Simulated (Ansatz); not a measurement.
**Si2W: stress in a strained cell**

Aim: deform Si2W (equal xx and yy strain of +2 %) and compute stress, forces and field gradients with LAPW, PAW and all-electron datasets made for the crystal.

Method: DFT PBE, scalar-relativistic, in Ansatz 0.2.0.

## 1. Starting point

It takes space group I4/mmm (No. 139, tetragonal). The conventional cell has a = 3.212 Å, b = 3.212 Å, c = 7.880 Å, α = 90.00°, β = 90.00°, γ = 90.00°. Si (site symmetry 4mm) is surrounded by 5 Si at 2.62 to 2.63 Å and 5 W at 2.62 Å. W (site symmetry 4/mmm) is surrounded by 10 Si at 2.62 Å.

Coordinates:

```
CELL_PARAMETERS angstrom
-1.60600 1.60600 3.94000
1.60600 -1.60600 3.94000
1.60600 1.60600 -3.94000
ATOMIC_POSITIONS crystal
Si 0.33300 0.33300 0.00000
Si 0.66700 0.66700 0.00000
W 0.00000 0.00000 0.00000
```

Atoms are numbered in the order of the input: Si1, Si2, W3.

## 2. After the deformation

Space group I4/mmm before, I4/mmm after.

## 3. LAPW, all electrons

input.yaml reads:

```yaml
crystal:
  lattice:
    - [-1.63812, 1.63812, 3.94]
    - [1.63812, -1.63812, 3.94]
    - [1.63812, 1.63812, -3.94]
  atoms:
    - { symbol: Si, position: [0.333, 0.333, 0.0] }
    - { symbol: Si, position: [0.667, 0.667, 0.0] }
    - { symbol: W, position: [0.0, 0.0, 0.0] }
kpoints:
  mp_grid: { grid: [11, 11, 14] }
  band_path:
    path:
      - [0.0, 0.0, 0.0]
      - [0.0, 0.0, 0.5]
      - [0.25, 0.25, 0.25]
      - [0.0, 0.5, 0.0]
      - [0.0, 0.0, 0.0]
      - [0.5, 0.5, -0.5]
      - [0.2932154451, 0.7067845549, -0.2932154451]
      - [-0.2932154451, 0.2932154451, 0.2932154451]
      - [0.0, 0.0, 0.0]
    npoints: 5
scf:
  occupations: { method: fermi_dirac, width: 0.05 }
hamiltonian:
  xc: pbe
  pseudopotentials: { kind: all_electron, lapw: { basis_error: 0.001 } }
output:
  forces: true
  stress: true
  eigenvalues: true
```

Launch:

```bash
$ ansatz run input.yaml --threads 1 --pin off --max-ram 6144MiB --backend cpu --events-out ev --progress --plain --runs-dir out
```

The log of the run (excerpt; [...] marks lines left out):

```text
Warning: crystal.symmetry: narrowed to the stabiliser of the k-point mesh — unitary ops 16 → 4; excluded 12 operations that carry a point of the 11×11×14 mesh (shift [0, 0, 0]) off the mesh (the run samples exactly the mesh kpoints.mp_grid names, as under crystal.symmetry.detect: false, [...]
LAPW: plane waves up to 7.875 Å⁻¹, error target 1.0e-3 eV per atom; small_component_spin mean_spin; Si in spheres of 1.148 Å, 12 of its electrons in bands, Dirac shells []; W in spheres of 1.476 Å, 38 of its electrons in bands, Dirac shells []
[...]
Pseudopotentials: kind: all_electron
Pseudopotential: Si, LAPW, valence charge 12, Koelling and Harmon's equation, gaussian nucleus
Pseudopotential: W, LAPW, valence charge 38, Koelling and Harmon's equation, gaussian nucleus
Functional definition: PBE
[...]
Crystal: 3 atoms, lattice volume = 42.291 Å³
Basis set: ecut = 236.28455497122087 eV, 337 PW (Γ), FFT grids on a1+a3, a2+a3, a3, exchange–correlation at level 2
Bands: 38, of which v1, the nominal top of the filled ones, is band 31 counted from 1 (30 counted from 0)
Symmetry: 4 space group operations
k-points: 468 of 1694
[...]
SCF iter   1: F=—  HF=-454987.916151 eV  |F-HF|=—  |Δ(HF+E_count)|=         —  Δρ=2.61e-2  dr2=1.79e-1  ethr=2.88e-4  ⟨swp⟩=2.8  Hψ=116338  notcnv=0
[...]
the basis was enlarged: its passes take 398.5 KiB over the memory plan, 1 of 1 planned eigensolver slots
[...]
SCF iter   9: F=-454987.740937 eV  HF=-454987.740937 eV  |F-HF|=1.29e-8  |Δ(HF+E_count)|=   6.05e-8  Δρ=1.04e-5  dr2=4.52e-8  ethr=1.06e-9  ⟨swp⟩=2.4  Hψ=50360  notcnv=0
[...]
NSCF: frozen V_eff on 41 k-points
SCF converged after 9 iterations
Free energy (F): -454987.740937 eV
[...]
E sigma→0 (E₀):  -454987.739848 eV
Entropy (-TS):   -0.002179 eV (-0.726 meV/atom)
Fermi energy:    19.518740 eV
[...]
--- Forces (eV/Å), atoms counted from 1 ---
  atom   1  Si    -0.00068230    -0.00068230     0.29641632
  atom   2  Si     0.00068230     0.00068230    -0.29641632
  atom   3  W     -0.00000000     0.00000000     0.00000000
[...]
--- Stress (GPa, compression-positive) ---
       -7.589438       0.057528       0.008775
        0.057528      -7.589438       0.008775
        0.008775       0.008775      -3.523469
  P = ⅓ Tr σ = -6.2341 GPa (-62.341 kbar)
--- Band table (eV; the first three rows and the last of 468) ---
[...]
```

It took 3.4 min on 1 thread of Arm Neoverse V1, shared host; peak memory 1.6 GiB.

In short: pressure -6.23 GPa; no gap; largest force 0.296 eV/Å.

## 4. Frozen-core PAW

input.yaml reads:

```yaml
crystal:
  lattice:
    - [-1.63812, 1.63812, 3.94]
    - [1.63812, -1.63812, 3.94]
    - [1.63812, 1.63812, -3.94]
  atoms:
    - { symbol: Si, position: [0.333, 0.333, 0.0] }
    - { symbol: Si, position: [0.667, 0.667, 0.0] }
    - { symbol: W, position: [0.0, 0.0, 0.0] }
kpoints:
  mp_grid: { grid: [11, 11, 14] }
scf:
  occupations: { method: fermi_dirac, width: 0.05 }
hamiltonian:
  xc: pbe
  pseudopotentials: { kind: paw }
output:
  forces: true
  stress: true
  eigenvalues: true
  efg: { contact_densities: true }
```

Launch:

```bash
$ ansatz run input.yaml --threads 1 --pin off --max-ram 6144MiB --backend cpu --events-out ev --progress --plain --runs-dir out
```

The log of the run (excerpt; [...] marks lines left out):

```text
Warning: crystal.symmetry: narrowed to the stabiliser of the k-point mesh — unitary ops 16 → 4; excluded 12 operations that carry a point of the 11×11×14 mesh (shift [0, 0, 0]) off the mesh (the run samples exactly the mesh kpoints.mp_grid names, as under crystal.symmetry.detect: false, [...]
W: output.efg is read without spin–orbit coupling, which moves field gradients at and beside such atoms by some per cent and up to a factor of two; PAW files take it under magnetization.noncollinear and magnetization.spin_orbit
[...]
Pseudopotentials: kind: paw
Pseudopotential: Si, paw, valence charge 4, recommended cutoff 420 eV (normal)
Pseudopotential: W, paw, valence charge 14, recommended cutoff 420 eV (normal)
Functional definition: PBE
[...]
Crystal: 3 atoms, lattice volume = 42.291 Å³
Basis set: ecut = 420 eV, 841 PW (Γ), exchange–correlation on 64×64×64 points (8 copies of the dense FFT grid, shifted against one another)
[...]
  atom   2  Si     0.00068353     0.00068353    -0.29508876
  atom   3  W      0.00000000    -0.00000000     0.00000000
[...]
--- Stress (GPa, compression-positive) ---
       -7.609910       0.057641       0.008754
        0.057641      -7.609910       0.008754
        0.008754       0.008754      -3.520883
  P = ⅓ Tr σ = -6.2469 GPa (-62.469 kbar)
--- PAW observables at the nuclei: V_zz in 10²¹ V/m², potentials from the cell's mean, atoms counted from 1 ---
  atom   1  Si V_zz =    -1.145641   η = 0.0124   by run symmetry: allowed
            electrostatic potential = -1369.325243 V   contact ρ = 12810.489891 e/Å³
  atom   2  Si V_zz =    -1.145641   η = 0.0124   by run symmetry: allowed
            electrostatic potential = -1369.325243 V   contact ρ = 12810.489891 e/Å³
  atom   3  W  V_zz =   -19.082173   η = 0.0013   by run symmetry: allowed
            electrostatic potential = -14811.874800 V   contact ρ = 8821957.212365 e/Å³
--- Band table (eV; the first three rows and the last of 468) ---
  k-point 0: bands = ["-57.9801", "-22.2408", "-22.2394", "-22.2391", "2.1903", "9.4125", "12.2708", "12.8486", "13.0849", "13.0852", "16.4423", "18.2374", "18.8554", "18.8555", "18.9245"]
[...]
```

It took 19 s on 1 thread of Arm Neoverse V1, shared host; peak memory 0.57 GiB.

This run gives: pressure -6.25 GPa; no gap; largest force 0.295 eV/Å; Vzz Si1 -1.1, W3 -19.1 (10²¹ V/m²).

## 5. Datasets made for this crystal

Changes to input.yaml since step 4:

```diff
@@ -15,3 +15,3 @@
   xc: pbe
-  pseudopotentials: { kind: paw }
+  pseudopotentials: { kind: all_electron, datasets: crystal }
 output:
```

Launch:

```bash
$ ansatz run input.yaml --threads 1 --pin off --max-ram 6144MiB --backend cpu --events-out ev --progress --plain --runs-dir out
```

The log of the run (excerpt; [...] marks lines left out):

```text
Warning: crystal.symmetry: narrowed to the stabiliser of the k-point mesh — unitary ops 16 → 4; excluded 12 operations that carry a point of the 11×11×14 mesh (shift [0, 0, 0]) off the mesh (the run samples exactly the mesh kpoints.mp_grid names, as under crystal.symmetry.detect: false, [...]
W: output.efg is read without spin–orbit coupling, which moves field gradients at and beside such atoms by some per cent and up to a factor of two; PAW files take it under magnetization.noncollinear and magnetization.spin_orbit
[...]
Pseudopotentials: kind: all_electron
Pseudopotential: Si, paw, valence charge 4, recommended cutoff 320 eV (normal), Koelling and Harmon's equation, gaussian nucleus
Pseudopotential: W, paw, valence charge 28, recommended cutoff 320 eV (normal), Koelling and Harmon's equation, gaussian nucleus
Functional definition: PBE
[...]
Crystal: 3 atoms, lattice volume = 42.291 Å³
[...]
  atom   2  Si     0.00068276     0.00068276    -0.29621964
  atom   3  W     -0.00000000    -0.00000000     0.00000000
[...]
--- Stress (GPa, compression-positive) ---
       -7.590402       0.057527       0.008789
        0.057527      -7.590402       0.008789
        0.008789       0.008789      -3.526312
  P = ⅓ Tr σ = -6.2357 GPa (-62.357 kbar)
  It holds what live shells' own plane waves past their cutoff add
--- PAW observables at the nuclei: V_zz in 10²¹ V/m², potentials from the cell's mean, atoms counted from 1 ---
  atom   1  Si V_zz =    -1.127101   η = 0.0126   by run symmetry: allowed
            electrostatic potential = -1369.229458 V   contact ρ = 12819.466644 e/Å³
  atom   2  Si V_zz =    -1.127101   η = 0.0126   by run symmetry: allowed
            electrostatic potential = -1369.229458 V   contact ρ = 12819.466644 e/Å³
  atom   3  W  V_zz =   -18.771451   η = 0.0013   by run symmetry: allowed
            electrostatic potential = -14811.820948 V   contact ρ = 8817620.920425 e/Å³
--- Band table (eV; the first three rows and the last of 468) ---
  k-point 0: bands = ["5.8085", "13.0316", "15.8910", "16.4703", "16.7037", "16.7040", "20.0627", "21.8549", "22.4757"]
[...]
```

Wall time 58 s (1 thread of Arm Neoverse V1, shared host); peak memory 1.1 GiB.

Result: pressure -6.24 GPa; no gap; largest force 0.296 eV/Å; Vzz Si1 -1.1, W3 -18.8 (10²¹ V/m²).

## 6. Stress and forces compared

Stress (GPa, compression positive):

```
          method     xx     yy     zz    yz    xz    xy
            LAPW  -7.59  -7.59  -3.52  0.01  0.01  0.06
             PAW  -7.61  -7.61  -3.52  0.01  0.01  0.06
crystal datasets  -7.59  -7.59  -3.53  0.01  0.01  0.06
```

Forces (eV/Å):

```
atom  LAPW x  LAPW y  LAPW z   PAW x   PAW y   PAW z  crystal datasets x  crystal datasets y  crystal datasets z
 Si1  -0.001  -0.001   0.296  -0.001  -0.001   0.295              -0.001              -0.001               0.296
 Si2   0.001   0.001  -0.296   0.001   0.001  -0.295               0.001               0.001              -0.296
  W3   0.000   0.000   0.000   0.000   0.000   0.000               0.000               0.000               0.000
```

| method | pressure (GPa) | largest force (eV/Å) | Vzz Si1 (10²¹ V/m²) | Vzz W3 (10²¹ V/m²) | SCF cycles, all passes |
| --- | --- | --- | --- | --- | --- |
| LAPW | -6.23 | 0.296 | – | – | 9 |
| PAW | -6.25 | 0.295 | -1.15 | -19.08 | 6 |
| crystal datasets | -6.24 | 0.296 | -1.13 | -18.77 | 10 |

## 7. Outcome

```
                                 quantity                                              value
                                 pressure  LAPW -6.23, PAW -6.25, crystal datasets -6.24 GPa
largest shear or deviatoric stress (LAPW)                                           2.71 GPa
```

The largest part of the stress beyond the pressure is 2.71 GPa in size, in the zz component; the atoms are carried along and not relaxed. No run of the undeformed cell stands beside it, so the pressure holds what the given cell had before the change. PAW: stress within 0.02 GPa of LAPW, forces within 1 meV/Å. Crystal datasets: stress within 0.01 GPa of LAPW, forces within 1 meV/Å. Spin-orbit coupling is left out, though the cell holds W; in elements this heavy it can shift bands and gaps by tenths of an eV. The k mesh doesn't keep the crystal's whole symmetry, which leaves small spurious terms.
